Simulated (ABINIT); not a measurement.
# Zn in ABINIT: the effect of target pressure

Zn:

```xyz
1
Lattice="-1.5690 1.5690 1.5690 1.5690 -1.5690 1.5690 1.5690 1.5690 -1.5690" Properties=species:S:1:pos:R:3 pbc="T T T"
Zn    0.0000    0.0000    0.0000
```

This isn't the form of Zn at room conditions, which is hcp.

Alike in all runs:

```yaml
Program: ABINIT 10.8.3 (patched build)
Task: relaxation of cell and atoms
Functional: PBEsol
Potentials_or_basis: JTH PAW PBE v2.0
Cutoff: 599 eV
k_mesh: 12 × 12 × 12
Occupations: fermi-dirac, width 0.05 eV
Spin: no spin polarisation
```

Each run relaxes the cell or the atoms first.

Task: One run gave: relaxed volume 12.16 Å³/atom. Which target pressure did it use?
A. 20 GPa
B. 0 GPa
C. 10 GPa

Result: A.

```tsv
target pressure	relaxed volume (Å³/atom)
0 GPa	14.26
10 GPa	12.99
20 GPa	12.16
```

Caveats: the PAW data sets were made with another functional, which shifts forces and pressure a little; the volume moved by over 15 % at a fixed basis, so the end points are rough (some runs).
